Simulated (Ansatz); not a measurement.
Run on AgBr: DFT, PBE, all-electron LAPW, scalar-relativistic (Ansatz 0.2.0).

The cell comes from a relaxation on PAW files under the same functional, begun from a database entry that needn't be the ground state.

Command: `ansatz run input.yaml --threads 1 --pin off --max-ram 2048MiB --backend cpu --events-out ev --progress --plain --runs-dir out` It took 22 s on 1 thread of Arm Neoverse V1, with other jobs on the host, peak memory 0.32 GiB.

```yaml
crystal:
  lattice:
    - [0.0, 2.9216321887, 2.9216321887]
    - [2.9216321887, 0.0, 2.9216321887]
    - [2.9216321887, 2.9216321887, 0.0]
  atoms:
    - { symbol: Ag, position: [0.0, 0.0, 0.0] }
    - { symbol: Br, position: [0.5, 0.5, 0.5] }
kpoints:
  mp_grid: { grid: [9, 9, 9] }
  band_path:
    path:
      - [0.0, 0.0, 0.0]
      - [0.5, 0.0, 0.5]
      - [0.625, 0.25, 0.625]
      - [0.375, 0.375, 0.75]
      - [0.0, 0.0, 0.0]
      - [0.5, 0.5, 0.5]
      - [0.5, 0.25, 0.75]
      - [0.5, 0.0, 0.5]
    npoints: 14
scf:
  occupations: { method: fermi_dirac, width: 0.02 }
hamiltonian:
  xc: pbe
  pseudopotentials: { kind: all_electron, lapw: { basis_error: 0.0005 } }
output:
  forces: true
  stress: true
  eigenvalues: true
  populations: true
```

Output:

```
Ag: projections on atomic orbitals take those of the free atom 1s2 2s2 2p6 3s2 3p6 3d10 4s2 4p6 4d10 5s1, of charge +0.00 (hamiltonian.pseudopotentials.projection_atoms)
Br: projections on atomic orbitals take those of the free atom 1s2 2s2 2p6 3s2 3p6 3d10 4s2 4p5, of charge +0.00 (hamiltonian.pseudopotentials.projection_atoms)
LAPW: plane waves up to 7.631 Å⁻¹, error target 5.0e-4 eV per atom; small_component_spin mean_spin; Br in spheres of 1.379 Å, 25 of its electrons in bands, Dirac shells []; Ag in spheres of 1.543 Å, 19 of its electrons in bands, Dirac shells [] (how accurate: hamiltonian.pseudopotentials.lapw.basis_error, Limitations)
Engine: ansatz 0.2.0
Pseudopotentials: kind: all_electron
Pseudopotential: Ag, LAPW, valence charge 19, lapw/all_electron/scalar/gaussian/Ag, Koelling and Harmon's equation, gaussian nucleus
Pseudopotential: Br, LAPW, valence charge 25, lapw/all_electron/scalar/gaussian/Br, Koelling and Harmon's equation, gaussian nucleus
Functional definition: PBE
  parameter kappa = 0.804
  parameter beta = 0.06672455060314922
  exchange = pbe_x(kappa = kappa, mu = beta*pi^2/3)
  correlation = pbe_c(beta = beta)
Crystal: 2 atoms, lattice volume = 49.878 Å³
Basis set: ecut = 221.87504003087426 eV, 339 PW (Γ), exchange–correlation at level 2
Bands: 27, of which v1, the nominal top of the filled ones, is band 22 counted from 1 (21 counted from 0)
Symmetry: 48 space group operations
Space group: Fm-3m (ITA 225), of the structure as read, at distance tolerance 3.7e-5 Å
k-points: 35 of 729
Non-local potential: Ag, projectors of the file, none
Non-local potential: Br, projectors of the file, none
Initial density: superposition of atomic densities (chi_scale 0.1, normalization cell, long waves kept (reshape's long-wave potential 0.00 eV rms))
Initial wavefunctions: plane waves of lowest kinetic energy (no species holds an atomic orbital)
Functional: x = pbe(κ = 0.804, μ = 0.2195149727645171), c = pbe(β = 0.06672455060314922)
iter 1 solved again at ethr=5.56e-4 eV; its pass at ethr=1.00e-1 eV (dr2=2.45e-1 eV) is discarded
SCF iter   1: F=—  HF=-215582.208675 eV  |F-HF|=—  |Δ(HF+E_count)|=         —  Δρ=1.50e-2  dr2=2.45e-1  ethr=5.56e-4  ⟨swp⟩=2.6  Hψ=6020  notcnv=0
preconditioner: auto → none  [insulator: Δε(μ)=0.654 eV  Ē_g=11.073 eV  σ=0.020 eV  W_gap=1.00  n_scr=14 (ndim 8)  ℏωp=22.3 eV  f_vac=0.112  D(μ)=0.00/eV (n_scr^D=0)  ε∞_Penn≈5.1]
iter 2 solved again at ethr=4.39e-6 eV; its pass at ethr=5.56e-4 eV (dr2=1.93e-3 eV) is discarded
SCF iter   2: F=—  HF=-215582.108907 eV  |F-HF|=—  |Δ(HF+E_count)|=   9.98e-2  Δρ=2.65e-3  dr2=1.93e-3  ethr=4.39e-6  ⟨swp⟩=2.0  Hψ=4951  notcnv=0
SCF iter   3: F=—  HF=-215582.087220 eV  |F-HF|=—  |Δ(HF+E_count)|=   2.17e-2  Δρ=2.40e-3  dr2=4.60e-3  ethr=4.39e-6  ⟨swp⟩=3.0  Hψ=3167  notcnv=0
SCF iter   4: F=—  HF=-215582.086984 eV  |F-HF|=—  |Δ(HF+E_count)|=   2.35e-4  Δρ=8.55e-4  dr2=5.33e-4  ethr=4.39e-6  ⟨swp⟩=2.0  Hψ=2832  notcnv=0
SCF iter   5: F=—  HF=-215582.087149 eV  |F-HF|=—  |Δ(HF+E_count)|=   1.65e-4  Δρ=1.59e-4  dr2=1.03e-5  ethr=1.21e-6  ⟨swp⟩=2.0  Hψ=2770  notcnv=0
SCF iter   6: F=—  HF=-215582.087163 eV  |F-HF|=—  |Δ(HF+E_count)|=   1.39e-5  Δρ=4.18e-5  dr2=8.79e-7  ethr=2.34e-8  ⟨swp⟩=2.9  Hψ=2806  notcnv=0
SCF iter   7: F=-215582.087165 eV  HF=-215582.087165 eV  |F-HF|=2.63e-8  |Δ(HF+E_count)|=   1.66e-6  Δρ=4.17e-6  dr2=9.41e-9  ethr=2.00e-9  ⟨swp⟩=3.0  Hψ=2898  notcnv=0
SCF 1 converged in 7 iterations: F = -215582.087165 eV  dr2 = 9.41e-9
NSCF: frozen V_eff on 99 k-points
SCF converged after 7 iterations
Free energy (F): -215582.087165 eV
Harris-Foulkes:  -215582.087165 eV  (|F-HF|=2.63e-8)
Internal energy: -215582.087165 eV  (E = F + TS)
E sigma→0 (E₀):  -215582.087165 eV
Fermi energy:    9.457028 eV
--- Per-component energies (eV) ---
  E_band       = -2239.729888
  E_kinetic    = 223954.509178
  E_xc         = -6578.294475
  E_electrostatic = -432958.301868  (all electrons and nuclei)
  E_smearing   = -0.000000  (= −TS)
  E_closure    = 0.000000  (closes the sum)
  E_atoms      = -215577.112466  (free atoms, spherical and without spin; not in F)
  Σ components = -215582.087165   (vs F -215582.087165, Δ=0.00e0)
  Basis errors (estimates in eV, not in F): energy 2.0e-4 per atom: plane waves 1.8e-4 (9.7e-5 summed), levels above the bands 2.4e-230, relativity 4.1e-8, radial functions 2.0e-5, core shells 7.2e-8; eigenvalues (radial functions only) 1.8e-6; not estimated: angular momenta, meshes, grids; target (lapw.basis_error) 5.0e-4; muffin-tin radii Br 1.379 Å, Ag 1.543 Å
--- Forces (eV/Å), atoms counted from 1 ---
  atom   1  Ag     0.00000000     0.00000000    -0.00000000
  atom   2  Br     0.00000000     0.00000000     0.00000000
  max |Σ_I F_I| component: 1.66e-30 eV/Å
--- Stress (GPa, compression-positive) ---
       -0.046916       0.000000       0.000000
        0.000000      -0.046916       0.000000
        0.000000       0.000000      -0.046916
  P = ⅓ Tr σ = -0.0469 GPa (-0.469 kbar)
--- Band table (eV; the first three rows and the last of 35) ---
  k-point 0: bands = ["-222.6162", "-158.0315", "-158.0315", "-158.0315", "-80.8286", "-51.3244", "-51.3244", "-51.3239", "-51.3239", "-51.3239", "-44.3571", "-44.3571", "-44.3571", "-5.6521", "6.5153", "6.5153", "6.5159", "6.5159", "6.5159", "7.3516", "7.3516", "7.3516", "9.7870", "19.0360", "19.0360", "19.0360", "20.3460"]
  k-point 1: bands = ["-222.6162", "-158.0315", "-158.0315", "-158.0315", "-80.8286", "-51.3244", "-51.3244", "-51.3239", "-51.3239", "-51.3239", "-44.3572", "-44.3571", "-44.3571", "-5.6105", "6.2116", "6.2116", "6.2838", "6.5458", "6.5458", "7.0361", "7.7035", "7.7035", "10.4551", "17.8986", "18.7480", "18.7480", "19.9879"]
  k-point 2: bands = ["-222.6162", "-158.0315", "-158.0315", "-158.0315", "-80.8286", "-51.3244", "-51.3244", "-51.3239", "-51.3239", "-51.3239", "-44.3576", "-44.3571", "-44.3571", "-5.5018", "5.4961", "5.7766", "5.7766", "6.6232", "6.6232", "6.9455", "8.2683", "8.2683", "11.6392", "16.5360", "17.6366", "17.6366", "20.1497"]
  k-point 34: bands = ["-222.6162", "-158.0315", "-158.0315", "-158.0315", "-80.8286", "-51.3244", "-51.3244", "-51.3239", "-51.3239", "-51.3238", "-44.3580", "-44.3578", "-44.3575", "-5.2207", "5.1498", "5.4189", "5.5802", "6.8087", "6.8307", "7.0350", "7.0934", "7.8359", "12.7858", "15.9516", "16.6136", "17.2404", "21.2468"]
--- Löwdin populations: 2 sites ---
  site symbol       q [e]
     0     Ag     46.4768
     1     Br     35.4452
  spilling = 0.000952 (of n_electrons = 82.000000)
```

populations.tsv:

```
# site	symbol	l	j	q
# orbitals = lowdin
# n_electrons = 82.000000
# spilling = 0.000952
# projection_atom_Ag: 1s2 2s2 2p6 3s2 3p6 3d10 4s2 4p6 4d10 5s1
# projection_atom_Br: 1s2 2s2 2p6 3s2 3p6 3d10 4s2 4p5
0	Ag	0_1S	-	2.000000
0	Ag	0_2S	-	1.999992
0	Ag	0_3S	-	1.999876
0	Ag	0_4S	-	1.997752
0	Ag	0_5S	-	0.515948
0	Ag	1_2P	-	6.000000
0	Ag	1_3P	-	5.999998
0	Ag	1_4P	-	5.999687
0	Ag	2_3D	-	10.000000
0	Ag	2_4D	-	9.963528
1	Br	0_1S	-	1.999999
1	Br	0_2S	-	1.999938
1	Br	0_3S	-	1.998703
1	Br	0_4S	-	1.939972
1	Br	1_2P	-	5.999999
1	Br	1_3P	-	5.999751
1	Br	1_4P	-	5.506899
1	Br	2_3D	-	9.999934
```

Next run (cell and atoms relaxed), as changes to the input before:

```diff
   mp_grid: { grid: [9, 9, 9] }
-  band_path:
-    path:
-      - [0.0, 0.0, 0.0]
-      - [0.5, 0.0, 0.5]
-      - [0.625, 0.25, 0.625]
-      - [0.375, 0.375, 0.75]
-      - [0.0, 0.0, 0.0]
-      - [0.5, 0.5, 0.5]
-      - [0.5, 0.25, 0.75]
-      - [0.5, 0.0, 0.5]
-    npoints: 14
 scf:
   eigenvalues: true
-  populations: true
+relax:
+  f_tol: 0.005
+  max_steps: 12
+  cell: {}
```

Results part of the output:

```
basis re-selected at this cell: Δ(F+E_penalty+E_count) = -2.590e-9 eV, ΔP = -0.000 GPa vs the last step (what re-selecting the basis moved, after the strain that the cell walked since its last selection, with what the two solves' SCF thresholds leave and, on support functions, any second-order correction that the steps lacked; it is no measure of the basis error at this ecutwfc). This SCF's stress stands 4.67e-2 GPa from its target on what of the cell is left free (relax.cell.stress_tol is 5.00e-2 GPa) and its largest allowed force component is 9.04e-32 eV/Å (relax.f_tol is 5.00e-3 eV/Å): within both
SCF converged after 2 iterations
Free energy (F): -215582.087129 eV
Harris-Foulkes:  -215582.087129 eV  (|F-HF|=8.76e-9)
Internal energy: -215582.087129 eV  (E = F + TS)
E sigma→0 (E₀):  -215582.087129 eV
Fermi energy:    9.457064 eV
--- Per-component energies (eV) ---
  E_band       = -2239.730549
  E_kinetic    = 223954.524754
  E_xc         = -6578.294860
  E_electrostatic = -432958.317023  (all electrons and nuclei)
  E_smearing   = -0.000000  (= −TS)
  E_closure    = 0.000000  (closes the sum)
  E_atoms      = -215577.112466  (free atoms, spherical and without spin; not in F)
  Σ components = -215582.087129   (vs F -215582.087129, Δ=0.00e0)
  Basis errors (estimates in eV, not in F): energy 1.9e-4 per atom: plane waves 1.8e-4 (1.0e-4 summed), levels above the bands 2.4e-230, relativity 4.5e-8, radial functions 1.0e-5, core shells 2.0e-7; eigenvalues (radial functions only) 1.1e-6; not estimated: angular momenta, meshes, grids; target (lapw.basis_error) 5.0e-4; muffin-tin radii Br 1.342 Å, Ag 1.492 Å
--- Forces (eV/Å), atoms counted from 1 ---
  atom   1  Ag     0.00000000    -0.00000000    -0.00000000
  atom   2  Br     0.00000000     0.00000000     0.00000000
  max |Σ_I F_I| component: 9.70e-31 eV/Å
--- Stress (GPa, compression-positive) ---
       -0.046711       0.000000       0.000000
        0.000000      -0.046711       0.000000
        0.000000       0.000000      -0.046711
  P = ⅓ Tr σ = -0.0467 GPa (-0.467 kbar)
--- Band table (eV; the first three rows and the last of 35) ---
  k-point 0: bands = ["-222.6163", "-158.0316", "-158.0316", "-158.0316", "-80.8286", "-51.3245", "-51.3245", "-51.3240", "-51.3240", "-51.3240", "-44.3570", "-44.3570", "-44.3570", "-5.6522", "6.5153", "6.5153", "6.5159", "6.5159", "6.5159", "7.3516", "7.3516", "7.3516", "9.7871", "19.0360", "19.0360", "19.0360", "20.3462"]
  k-point 1: bands = ["-222.6163", "-158.0316", "-158.0316", "-158.0316", "-80.8285", "-51.3245", "-51.3245", "-51.3240", "-51.3240", "-51.3240", "-44.3571", "-44.3570", "-44.3570", "-5.6105", "6.2117", "6.2117", "6.2838", "6.5458", "6.5458", "7.0361", "7.7035", "7.7035", "10.4552", "17.8986", "18.7481", "18.7481", "19.9879"]
  k-point 2: bands = ["-222.6163", "-158.0316", "-158.0316", "-158.0316", "-80.8285", "-51.3245", "-51.3245", "-51.3240", "-51.3240", "-51.3240", "-44.3575", "-44.3571", "-44.3571", "-5.5019", "5.4961", "5.7767", "5.7767", "6.6232", "6.6232", "6.9456", "8.2683", "8.2683", "11.6393", "16.5361", "17.6366", "17.6366", "20.1498"]
  k-point 34: bands = ["-222.6163", "-158.0316", "-158.0316", "-158.0316", "-80.8285", "-51.3245", "-51.3245", "-51.3240", "-51.3240", "-51.3239", "-44.3579", "-44.3577", "-44.3574", "-5.2208", "5.1498", "5.4189", "5.5802", "6.8087", "6.8308", "7.0350", "7.0935", "7.8359", "12.7858", "15.9516", "16.6137", "17.2404", "21.2468"]
--- Relaxed structure (1 steps of the walk, 1 accepted, 1 SCFs on fresh bases) ---
  F+E_penalty+E_count = -215582.08712947 eV   max|allowed force component| = 9.039e-32 eV/Å   (the final SCF, on the basis selected at the relaxed cell)
  cell:  # Å, volume = 49.8777 Å³
    - [0.0, 2.9216321887, 2.9216321887]
    - [2.9216321887, 0.0, 2.9216321887]
    - [2.9216321887, 2.9216321887, 0.0]
  atoms:
    - { symbol: Ag, position: [0.0, 0.0, 0.0] }
    - { symbol: Br, position: [0.5, 0.5, 0.5] }
```
